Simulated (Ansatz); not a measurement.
**PbSe (Clausthalite): equation of state with RPBE+D3(BJ)**

PbSe (Clausthalite):

```xyz
2
Lattice="0.0000 3.0606 3.0606 3.0606 0.0000 3.0606 3.0606 3.0606 0.0000" Properties=species:S:1:pos:R:3 pbc="T T T"
Pb    0.0000    0.0000    0.0000
Se    3.0606    3.0606    3.0606
```

| Item | Value |
| --- | --- |
| Program | Ansatz 0.2.0 |
| Task | equation of state |
| Functional | RPBE |
| Dispersion | D3(BJ) |
| Potentials or basis | Ansatz PAW |
| Cutoff | 420 eV |
| Density cutoff | 1680 eV |
| k mesh | 8 × 8 × 8 |
| Occupations | fermi-dirac, width 0.05 eV |
| Spin | no spin polarisation |

```yaml
Equilibrium_volume: outside the volumes run
```

Energy against volume, from the lowest point:
| volume (Å³/atom) | energy (meV/atom) |
| --- | --- |
| 26.951 | 0.00 |
| 27.524 | 30.15 |
| 28.097 | 63.28 |
| 28.671 | 99.00 |
| 29.244 | 136.96 |
| 29.818 | 176.72 |
| 30.391 | 217.57 |

All runs of the series together: 7.7 s on 2 threads of Arm Neoverse V1, with other jobs on the host.

Caveat: the potentials were made for another functional, which shifts forces and pressure. Spin-orbit coupling is left out, which matters for the levels of Pb.
